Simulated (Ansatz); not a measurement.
Density of states of MnSb

```cif
data_structure
_symmetry_space_group_name_H-M 'P 1'
_symmetry_Int_Tables_number 1
_cell_length_a 4.3700
_cell_length_b 4.3700
_cell_length_c 4.3700
_cell_angle_alpha 60.000
_cell_angle_beta 60.000
_cell_angle_gamma 60.000
_cell_volume 59.01
loop_
_atom_site_label
_atom_site_type_symbol
_atom_site_fract_x
_atom_site_fract_y
_atom_site_fract_z
_atom_site_occupancy
Mn1 Mn 0.00000 0.00000 0.00000 1
Sb1 Sb 0.25000 0.25000 0.25000 1
```

The runs use the primitive cell with vectors (0.000, 3.090, 3.090), (3.090, 0.000, 3.090), (3.090, 3.090, 0.000) Å, to which the k mesh refers.

The conventional cell has a = 6.180 Å, b = 6.180 Å, c = 6.180 Å, α = 90.00°, β = 90.00°, γ = 90.00°. Around Mn (atom 1) lie 4 Sb at 2.68 Å. Sb (atom 2) is surrounded by 4 Mn at 2.68 Å.

The cell was built from the zincblende type and relaxed in the same program, and has space group F-43m; it needn't be a known or the stable phase.

Other magnetic orders may lie lower; this is the state that the run reached.

Spin–orbit coupling is left out, though it moves levels of the heavy atoms by tenths of an eV or more.

Method: DFT, PBE, all-electron LAPW, scalar-relativistic in Ansatz 0.2.0.

The runs use a Γ-centred 10×10×10 k mesh, Fermi–Dirac smearing of 0.03 eV, basis error target 0.5 meV/atom, spin-polarised from start moments Mn1 4 μB, ending with a cell moment of 4.00 μB.

States per eV and cell, averaged over 0.4 eV, from -4.2 to 3.6 eV, with energies (bin centres) from the Fermi level; empty bins are left out. The partial columns, the largest 3 alone, are projections on Löwdin-orthogonalised atomic shells (those that the program's projection atoms carry: the occupied ones and, for some elements, an empty d or f shell; other empty shells have no column), summed over atoms of an element and both spins. Weights on diffuse s and p shells depend on that basis and aren't pure angular character.

```json
{"E (eV)": "-4.1", "spin-up": "0.66", "spin-down": "0.00", "Mn 3d": "0.23", "Sb 5p": "0.33", "Mn 4s": "0.10"}
{"E (eV)": "-3.7", "spin-up": "1.83", "spin-down": "0.04", "Mn 3d": "0.76", "Sb 5p": "0.86", "Mn 4s": "0.22"}
{"E (eV)": "-3.3", "spin-up": "4.01", "spin-down": "1.12", "Mn 3d": "3.15", "Sb 5p": "1.66", "Mn 4s": "0.27"}
{"E (eV)": "-2.9", "spin-up": "5.40", "spin-down": "0.92", "Mn 3d": "5.21", "Sb 5p": "0.86", "Mn 4s": "0.18"}
{"E (eV)": "-2.5", "spin-up": "0.90", "spin-down": "0.45", "Mn 3d": "0.85", "Sb 5p": "0.39", "Mn 4s": "0.07"}
{"E (eV)": "-2.1", "spin-up": "1.15", "spin-down": "0.79", "Mn 3d": "1.00", "Sb 5p": "0.74", "Mn 4s": "0.09"}
{"E (eV)": "-1.7", "spin-up": "0.44", "spin-down": "1.02", "Mn 3d": "0.48", "Sb 5p": "0.86", "Mn 4s": "0.06"}
{"E (eV)": "-1.3", "spin-up": "0.76", "spin-down": "3.16", "Mn 3d": "1.31", "Sb 5p": "2.47", "Mn 4s": "0.04"}
{"E (eV)": "-0.9", "spin-up": "0.74", "spin-down": "0.00", "Mn 3d": "0.20", "Sb 5p": "0.44", "Mn 4s": "0.03"}
{"E (eV)": "-0.5", "spin-up": "0.91", "spin-down": "0.00", "Mn 3d": "0.20", "Sb 5p": "0.61", "Mn 4s": "0.02"}
{"E (eV)": "-0.1", "spin-up": "0.82", "spin-down": "0.00", "Mn 3d": "0.16", "Sb 5p": "0.57", "Mn 4s": "0.02"}
{"E (eV)": "0.3", "spin-up": "0.76", "spin-down": "0.96", "Mn 3d": "0.97", "Sb 5p": "0.56", "Mn 4s": "0.02"}
{"E (eV)": "0.7", "spin-up": "0.72", "spin-down": "3.15", "Mn 3d": "3.03", "Sb 5p": "0.57", "Mn 4s": "0.06"}
{"E (eV)": "1.1", "spin-up": "0.48", "spin-down": "3.06", "Mn 3d": "2.88", "Sb 5p": "0.43", "Mn 4s": "0.05"}
{"E (eV)": "1.5", "spin-up": "0.27", "spin-down": "1.67", "Mn 3d": "1.39", "Sb 5p": "0.39", "Mn 4s": "0.02"}
{"E (eV)": "1.9", "spin-up": "0.13", "spin-down": "1.61", "Mn 3d": "1.16", "Sb 5p": "0.44", "Mn 4s": "0.01"}
{"E (eV)": "2.3", "spin-up": "0.02", "spin-down": "1.13", "Mn 3d": "0.70", "Sb 5p": "0.35", "Mn 4s": "0.01"}
{"E (eV)": "2.7", "spin-up": "0.00", "spin-down": "0.55", "Mn 3d": "0.30", "Sb 5p": "0.19", "Mn 4s": "0.01"}
{"E (eV)": "3.1", "spin-up": "0.02", "spin-down": "0.28", "Mn 3d": "0.14", "Sb 5p": "0.11", "Mn 4s": "0.01"}
{"E (eV)": "3.5", "spin-up": "0.16", "spin-down": "0.10", "Mn 3d": "0.05", "Sb 5p": "0.05", "Mn 4s": "0.01"}
```

**Question.** Where is the centre of the filled Mn 3d states between -14 eV and the top of the filled states?

**Answer.** -2.76 eV from the Fermi level.
